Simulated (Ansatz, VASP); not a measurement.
**KI: VASP beside Ansatz**

File INCAR:

```
ALGO = Fast ; EDIFF = 1E-6
ENCUT = 520 ; GGA = PE
ISIF = 2 ; ISMEAR = 0
LASPH = T ; LCHARG = T
LELF = T ; LREAL = F
LVHAR = T ; LWAVE = F
NBANDS = 15 ; NELM = 100
PREC = Accurate ; SIGMA = 0.05
```

File KPOINTS:

```
k-points
0
Gamma
  4 4 4
```

POSCAR

```
KI
1.0
    4.3405193238      0.0000000000      0.0000000000
    0.0000000000      4.3405193238      0.0000000000
    0.0000000000      0.0000000000      4.3405193238
K I
1 1
Direct
    0.0000000000      0.0000000000      0.0000000000
    0.5000000000      0.5000000000      0.5000000000
```

Input for Ansatz:

```yaml
crystal:
  lattice:
    - [4.3405193238, 0.0, 0.0]
    - [0.0, 4.3405193238, 0.0]
    - [0.0, 0.0, 4.3405193238]
  atoms:
    - { symbol: K, position: [0.0, 0.0, 0.0] }
    - { symbol: I, position: [0.5, 0.5, 0.5] }
basis:
  ecutwfc: 420
kpoints:
  mp_grid: { grid: [4, 4, 4] }
hamiltonian:
  xc: pbe
scf:
  occupations: { method: gaussian, width: 0.05 }
output:
  forces: true
  stress: true
  eigenvalues: true
```

Measurements of this composition are mostly on another form, of space group No. 225.

Alike in both runs: task single point; functional PBE; k mesh 4 × 4 × 4; occupations gaussian, width 0.05 eV; no spin polarisation.

|  | VASP | Ansatz |
| --- | --- | --- |
| version | VASP 6.6.1 | Ansatz 0.2.0 |
| potentials or method | VASP PAW PBE potentials, release 64 (K_sv, I) | scalar-relativistic, plane waves, PAW |
| plane-wave cutoff (eV) | 520 | 420 |
| valence electrons in the cell | 16 | 26 |

VASP gave:

| Item | Value |
| --- | --- |
| gap on the k mesh at the Fermi level (eV) | 3.24 |
| least direct gap on the mesh (eV) | 3.58 |
| pressure (GPa) | 0.1 |

Q: What did Ansatz give for the same quantities?

A: gap on the k mesh at the Fermi level (eV): 3.25; least direct gap on the mesh (eV): 3.59; pressure (GPa): 0.1.

The two sets of potentials don't hold the same shells in valence.

Caveats: spin-orbit coupling is left out, which moves the levels of the heavy elements. As with any semilocal functional, this PBE gap is likely too small. A k mesh can miss the band edges.
